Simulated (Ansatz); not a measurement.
Runs of Ansatz 0.2.0 on Ti. Symmetry: Im-3m, No. 229, cubic system. The conventional cell has a = 3.282 Å, b = 3.282 Å, c = 3.282 Å, α = 90.00°, β = 90.00°, γ = 90.00°. Around Ti (site symmetry m-3m) lie 8 Ti at 2.84 Å. This isn't the form of Ti at room conditions, which is hcp.

```csv
task,level,k mesh,smearing,atoms under strain,q mesh,points for each segment of the path,gap on the mesh (eV),pressure (GPa)
single point,LDA,11 × 11 × 11,gaussian 0.05 eV,-,-,-,none,-11.2
elastic constants,PBE,8 × 8 × 8,fermi-dirac 0.05 eV,clamped,-,-,none,-2.6
phonons,PBEsol,8 × 8 × 8,fermi-dirac 0.05 eV,-,4 × 4 × 4,8,none,-
elastic constants,PBEsol,8 × 8 × 8,fermi-dirac 0.05 eV,relaxed,-,-,none,(a)
phonons,LDA,8 × 8 × 8,fermi-dirac 0.05 eV,-,4 × 4 × 4,8,none,-
```

Alike in all rows: potentials or basis Ansatz PAW; no spin polarisation; cell as given; cutoff (eV) 420.

Problem. Estimate the missing entries.

Solution. (a) -6.9.

Caveats: the PAW data sets come from PBE, with cores solved anew for the run's functional, which leaves a small shift of forces and pressure (some runs); the elastic tensor has a negative eigenvalue, so either the cell is unstable as it stands or the mesh is too thin (some runs); some modes are imaginary (some runs); the cell is more than 3 GPa from zero pressure, which shifts response properties (some runs).

A gap of «none» marks a metal or a gap under the smearing width.
